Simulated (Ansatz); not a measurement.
Runs of Ansatz 0.2.0 on ZrS2. It takes space group P-3m1 (No. 164, trigonal). Conventional cell: a = 3.691 Å, b = 3.691 Å, c = 6.041 Å, α = 90.00°, β = 90.00°, γ = 120.00°. Zr (site symmetry -3m) has 6 S at 2.57 Å as nearest neighbours. S (site symmetry 3m) has 3 Zr at 2.57 Å as nearest neighbours. The cell is a database's computed one.

| task | level | potentials or basis | U | cell | k mesh | cutoff (eV) | points for each segment of the path | hubbard projectors | double counting | gap on the mesh (eV) | pressure (GPa) | V0 of scaled cells (Å³/atom) | B0 (GPa) | largest force (eV/Å) |
| --- | --- | --- | --- | --- | --- | --- | --- | --- | --- | --- | --- | --- | --- | --- |
| equation of state | BLYP+D4 | Ansatz PAW | - | as given | 8 × 8 × 5 | 420 | - | - | - | - | - | 23.86 | 89 | - |
| band structure | LDA+U | Ansatz PAW | Zr d U = 3 eV | as given | 8 × 8 × 5 | 420 | 14 | ortho-atomic (the default) | fll (the default) | (d) | (c) | - | - | (b) |
| relaxation of cell and atoms | r2SCAN+U | Ansatz PAW | Zr d U = 3 eV | relaxed | 8 × 8 × 5 | 500 | - | ortho-atomic (the default) | fll (the default) | 1.97 | 0.0 | - | - | - |
| band structure | PBE | Ansatz PAW earlier set | - | as given | 8 × 8 × 5 | 580 | 14 | - | - | 1.05 | 0.5 | - | - | 0.05 |
| single point | PBE | Ansatz PAW | - | as given | 5 × 5 × 3 | 420 | - | - | - | 1.15 | 0.6 | - | - | (a) |
| equation of state | RPBE | Ansatz PAW | - | as given | 8 × 8 × 5 | 420 | - | - | - | - | - | 24.48 | 82 | - |
| band structure | PBE | PseudoDojo stringent (PBE files) | - | as given | 8 × 8 × 5 | 898 | 14 | - | - | 1.05 | 0.5 | - | - | 0.05 |
| band structure | PBEsol | Ansatz PAW | - | as given | 8 × 8 × 5 | 420 | 14 | - | - | 0.98 | -2.5 | - | - | 0.15 |

Alike in all rows: no spin polarisation; smearing fermi-dirac 0.05 eV.

Question: Estimate the missing entries.

Answer: (a) 0.03; (b) 0.13; (c) -2.0; (d) 1.35.

Caveats: this functional lacks dispersion, which binds the layers, so the pressure and a relaxed spacing across them are unreliable (some runs); the PAW data sets come from PBE, with cores solved anew for the run's functional, which leaves a small shift of forces and pressure (some runs); the potentials were made for another functional, which shifts forces and pressure (some runs); the cell was scaled at fixed shape and fractional positions, which overstates the stiffness of a crystal with free parameters, most of all of layers and chains (some runs); odd divisions of the mesh miss points on the zone boundary, where band edges often lie, so the gap on the mesh can be too wide (some runs); the plane-wave basis is chosen anew once the cell has moved, so the energies of steps on either side of that aren't comparable (some runs).

A k mesh can miss the band edges, and the runs leave out spin-orbit coupling on Zr.
